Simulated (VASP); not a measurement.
# HfO2 (P2_1/c) in VASP: further runs, part 2 of 2

VASP 6.6.1.

### Step 3. Relaxation of cell and atoms, PBE

This run uses another cell than the first one, of 11.66 Å³/atom, 1.011 times its volume.

INCAR

```
PREC     = Accurate       # precision mode
ENCUT    = 600            # plane-wave cutoff, eV
EDIFF    = 1E-7           # SCF threshold, eV
ISMEAR   = 0              # smearing method
SIGMA    = 0.03           # smearing width, eV
LREAL    = False          # projectors in reciprocal space
LASPH    = True           # aspherical terms in the spheres
NELM     = 80             # most SCF steps
ALGO     = Normal         # electronic algorithm
ISIF     = 3              # what is computed and relaxed
LWAVE    = False          # write WAVECAR
LCHARG   = False          # write CHGCAR
GGA      = PE             # functional
IBRION   = 2              # ionic algorithm
NSW      = 90             # ionic steps
EDIFFG   = -0.005         # ionic threshold
KPAR     = 4
```

KPOINTS

```
regular mesh
0
Gamma
  6 6 6
```

POSCAR

```
HfO2                                    
1.0
    5.1385688622      0.0000000000     -0.0162253086
    0.0000000000      5.1903901684      0.0000000000
   -0.8787123197      0.0000000000      5.2478846373
  Hf              O             
     4     8
Direct
     0.2758664805592743    0.0426312033992292    0.2079179323316424
     0.7241335194407258    0.5426312033992294    0.2920820676683577
     0.7241335194407258    0.9573687966007706    0.7920820676683575
     0.2758664805592743    0.4573687966007706    0.7079179323316425
     0.4490130411580007    0.7573671380295693    0.4774046861000567
     0.5509869588419992    0.2573671380295696    0.0225953138999432
     0.5509869588419992    0.2426328619704305    0.5225953138999431
     0.4490130411580007    0.7426328619704307    0.9774046861000569
     0.0676668379981065    0.3297082224903846    0.3473261301962670
     0.9323331620018936    0.8297082224903847    0.1526738698037330
     0.9323331620018936    0.6702917775096153    0.6526738698037331
     0.0676668379981065    0.1702917775096154    0.8473261301962669
```

Potentials or basis: VASP PAW PBE potentials, release 64 (Hf_pv, O).

Launch:

```console
> cat potpaw_PBE.64/Hf_pv/POTCAR potpaw_PBE.64/O/POTCAR > POTCAR
> mpirun -np 4 vasp_std > vasp.out
```

It took 3.8 min on 4 MPI ranks of Intel Xeon 6975P-C (Granite Rapids), shared host; peak memory 0.65 GiB.

The run converged. Its results:

| Property | Result |
| --- | --- |
| Free energy | -122.0927 eV |
| Relaxed volume | 11.66 Å³/atom |
| Relaxed cell | a = 5.138 Å, b = 5.189 Å, c = 5.322 Å, α = 90.00°, β = 99.67°, γ = 90.00° |
| Space group after relaxing (to 0.05 Å) | P2_1/c (No. 14) |
| Energy gained by relaxing | 0.0 meV/atom |
| Ionic steps | 4 |
| Pressure after relaxing | 0.0 GPa |
| Largest force after relaxing | 0.004 eV/Å |
| Band gap on the k mesh | 4.03 eV, indirect (least direct gap 4.11 eV) |

Forces in eV/Å, atoms in the order of the input:
```
Hf   0.001 -0.001  0.000
Hf  -0.001 -0.001  0.000
Hf  -0.001  0.001  0.000
Hf   0.001  0.001  0.000
O   -0.002  0.002  0.002
O    0.002  0.002 -0.002
O    0.002 -0.002 -0.002
O   -0.002 -0.002  0.002
O    0.000 -0.002  0.003
O    0.000 -0.002 -0.003
O    0.000  0.002 -0.003
O    0.000  0.002  0.003
```

Final structure:
```
CELL_PARAMETERS angstrom
5.13791 0.00000 -0.01580
0.00000 5.18927 0.00000
-0.87816 0.00000 5.24886
ATOMIC_POSITIONS crystal
Hf 0.27591 0.04268 0.20789
Hf 0.72409 0.54268 0.29211
Hf 0.72409 0.95732 0.79211
Hf 0.27591 0.45732 0.70789
O 0.44890 0.75730 0.47750
O 0.55110 0.25730 0.02250
O 0.55110 0.24270 0.52250
O 0.44890 0.74270 0.97750
O 0.06763 0.32969 0.34738
O 0.93237 0.82969 0.15262
O 0.93237 0.67031 0.65262
O 0.06763 0.17031 0.84738
```

Levels at points of the mesh, in eV from the valence-band top:
```csv
k point,band 41,band 42,band 43,band 44,band 45,band 46,band 47,band 48
"(0.00, 0.00, 0.00)",-0.59,-0.56,-0.23,0.00,4.53,5.00,5.12,5.47
"(0.50, 0.00, 0.00)",-0.77,-0.60,-0.48,-0.08,4.03,5.05,5.10,5.12
"(0.00, 0.50, 0.00)",-0.84,-0.84,-0.46,-0.46,4.95,4.95,5.52,5.52
"(0.50, 0.50, 0.00)",-0.96,-0.96,-0.62,-0.62,4.69,4.69,5.18,5.18
"(0.00, 0.00, 0.50)",-0.86,-0.86,-0.52,-0.52,4.72,4.72,5.17,5.17
"(0.50, 0.00, 0.50)",-1.00,-1.00,-0.53,-0.53,4.34,4.34,5.47,5.47
"(0.00, 0.50, 0.50)",-0.94,-0.94,-0.69,-0.69,4.91,4.91,5.09,5.09
"(0.50, 0.50, 0.50)",-1.06,-1.06,-0.76,-0.76,4.49,4.49,5.19,5.19
```

Caveat: spin-orbit coupling is left out, which moves the levels of the heavy elements.

### Step 4. Relaxation of cell and atoms, LDA

INCAR

```
SYSTEM = HfO2
ALGO = Normal ; EDIFF = 1E-6
EDIFFG = -0.01 ; ENCUT = 600
GGA = CA ; IBRION = 2
ISIF = 3 ; ISMEAR = 0
KPAR = 4 ; LASPH = .True.
LCHARG = .False. ; LREAL = .False.
LWAVE = .False. ; NELM = 80
NSW = 90 ; PREC = Accurate
SIGMA = 0.03
```

KPOINTS

```
k-points
0
Gamma
  6 6 6
  0 0 0
```

POSCAR

```
HfO2
1.0
    5.1180000000      0.0000000000      0.0000000000
    0.0000000000      5.1857000000      0.0000000000
   -0.8586630598      0.0000000000      5.2138671406
Hf O
4 8
Direct
    0.2755000000      0.0397000000      0.2080000000
    0.7245000000      0.5397000000      0.2920000000
    0.7245000000      0.9603000000      0.7920000000
    0.2755000000      0.4603000000      0.7080000000
    0.4487000000      0.7581000000      0.4801000000
    0.5513000000      0.2581000000      0.0199000000
    0.5513000000      0.2419000000      0.5199000000
    0.4487000000      0.7419000000      0.9801000000
    0.0742000000      0.3316000000      0.3467000000
    0.9258000000      0.8316000000      0.1533000000
    0.9258000000      0.6684000000      0.6533000000
    0.0742000000      0.1684000000      0.8467000000
```

Potentials or basis: VASP PAW LDA potentials, release 64 (Hf_pv, O).

Launch:

```console
> cat potpaw_LDA.64/Hf_pv/POTCAR potpaw_LDA.64/O/POTCAR > POTCAR
> mpirun -np 4 vasp_std > vasp.out
```

Wall time 29 min (4 MPI ranks of Intel Xeon Platinum 8488C (Sapphire Rapids), shared host); peak memory 0.6 GiB.

The run converged. Its results:

* Free energy: -133.0149 eV
* Relaxed volume: 11.00 Å³/atom
* Relaxed cell: a = 5.031 Å, b = 5.125 Å, c = 5.191 Å, α = 90.00°, β = 99.53°, γ = 90.00°
* Space group after relaxing (to 0.05 Å): P2_1/c (No. 14)
* Energy gained by relaxing: 19.7 meV/atom
* Ionic steps: 29
* Pressure after relaxing: -0.1 GPa
* Largest force after relaxing: 0.009 eV/Å
* Band gap on the k mesh: 3.94 eV, indirect (least direct gap 4.04 eV)

Forces in eV/Å, atoms in the order of the input:
```
Hf   0.005  0.005 -0.005
Hf  -0.005  0.005  0.005
Hf  -0.005 -0.005  0.005
Hf   0.005 -0.005 -0.005
O   -0.002 -0.004 -0.008
O    0.002 -0.004  0.008
O    0.002  0.004  0.008
O   -0.002  0.004 -0.008
O    0.002 -0.004  0.000
O   -0.002 -0.004  0.000
O   -0.002  0.004  0.000
O    0.002  0.004  0.000
```

Step by step:
| step | energy change (eV) | largest force (eV/Å) | pressure (GPa) | volume (Å³) |
| --- | --- | --- | --- | --- |
| 1 | 0.0000 | 0.4148 | -10.46 | 138.38 |
| 2 | 0.3447 | 0.6996 | 21.77 | 123.85 |
| 3 | -0.2075 | 0.3655 | 0.12 | 132.62 |
| 4 | -0.2076 | 0.3648 | 0.33 | 132.51 |
| 5 | -0.2210 | 0.3492 | 0.01 | 132.34 |
| 6 | -0.2231 | 0.1947 | 0.08 | 132.38 |
| 7 | -0.2294 | 0.0734 | -0.04 | 132.43 |
| 8 | -0.2297 | 0.0828 | -0.07 | 132.44 |
| 9 | -0.2316 | 0.0283 | 0.02 | 132.37 |
| 10 | -0.2318 | 0.0342 | 0.05 | 132.35 |
| 11 | -0.2322 | 0.0277 | -0.06 | 132.40 |
| 12 | -0.2322 | 0.0338 | -0.13 | 132.44 |
| 13 | -0.2325 | 0.0323 | 0.03 | 132.36 |
| 14 | -0.2325 | 0.0339 | 0.17 | 132.29 |
| 15 | -0.2328 | 0.0284 | 0.10 | 132.31 |
| 16 | -0.2330 | 0.0313 | -0.07 | 132.36 |
| 17 | -0.2332 | 0.0249 | -0.05 | 132.33 |
| 18 | -0.2338 | 0.0256 | -0.01 | 132.26 |
| 19 | -0.2343 | 0.0361 | 0.07 | 132.13 |
| 20 | -0.2345 | 0.0325 | 0.02 | 132.13 |
| 21 | -0.2350 | 0.0362 | -0.13 | 132.13 |
| 22 | -0.2350 | 0.0814 | -0.43 | 132.13 |
| 23 | -0.2352 | 0.0558 | -0.28 | 132.13 |
| 24 | -0.2355 | 0.0391 | -0.17 | 132.06 |
| 25 | -0.2357 | 0.0253 | 0.13 | 131.89 |
| 26 | -0.2357 | 0.0247 | 0.09 | 131.91 |
| 27 | -0.2358 | 0.0192 | 0.04 | 131.93 |
| 28 | -0.2359 | 0.0117 | -0.04 | 131.96 |
| 29 | -0.2358 | 0.0093 | -0.07 | 131.98 |

Final structure:
```cif
data_structure
_symmetry_space_group_name_H-M 'P 1'
_symmetry_Int_Tables_number 1
_cell_length_a 5.0306
_cell_length_b 5.1251
_cell_length_c 5.1905
_cell_angle_alpha 90.000
_cell_angle_beta 99.534
_cell_angle_gamma 90.000
_cell_volume 131.98
loop_
_atom_site_label
_atom_site_type_symbol
_atom_site_fract_x
_atom_site_fract_y
_atom_site_fract_z
_atom_site_occupancy
Hf1 Hf 0.27787 0.04239 0.20801 1
Hf2 Hf 0.72213 0.54239 0.29199 1
Hf3 Hf 0.72213 0.95761 0.79199 1
Hf4 Hf 0.27787 0.45761 0.70801 1
O1 O 0.44624 0.75869 0.48225 1
O2 O 0.55376 0.25869 0.01775 1
O3 O 0.55376 0.24131 0.51775 1
O4 O 0.44624 0.74131 0.98225 1
O5 O 0.07350 0.34201 0.33669 1
O6 O 0.92650 0.84201 0.16331 1
O7 O 0.92650 0.65799 0.66331 1
O8 O 0.07350 0.15799 0.83669 1
```

Levels at points of the mesh, in eV from the valence-band top:
```tsv
k point	band 41	band 42	band 43	band 44	band 45	band 46	band 47	band 48
(0.00, 0.00, 0.00)	-0.67	-0.49	-0.18	0.00	4.39	5.15	5.24	5.54
(0.50, 0.00, 0.00)	-0.74	-0.66	-0.40	-0.10	3.94	5.13	5.33	5.34
(0.00, 0.50, 0.00)	-0.89	-0.89	-0.47	-0.47	4.99	4.99	5.62	5.62
(0.50, 0.50, 0.00)	-1.00	-1.00	-0.65	-0.65	4.73	4.73	5.29	5.29
(0.00, 0.00, 0.50)	-0.89	-0.89	-0.49	-0.49	4.70	4.70	5.25	5.25
(0.50, 0.00, 0.50)	-1.04	-1.04	-0.46	-0.46	4.33	4.33	5.50	5.50
(0.00, 0.50, 0.50)	-0.95	-0.95	-0.64	-0.64	4.90	4.90	5.13	5.13
(0.50, 0.50, 0.50)	-1.15	-1.15	-0.73	-0.73	4.56	4.56	5.27	5.27
```

Caveat: spin-orbit coupling is left out, which moves the levels of the heavy elements. Zero-point motion and thermal expansion aren't in these numbers.
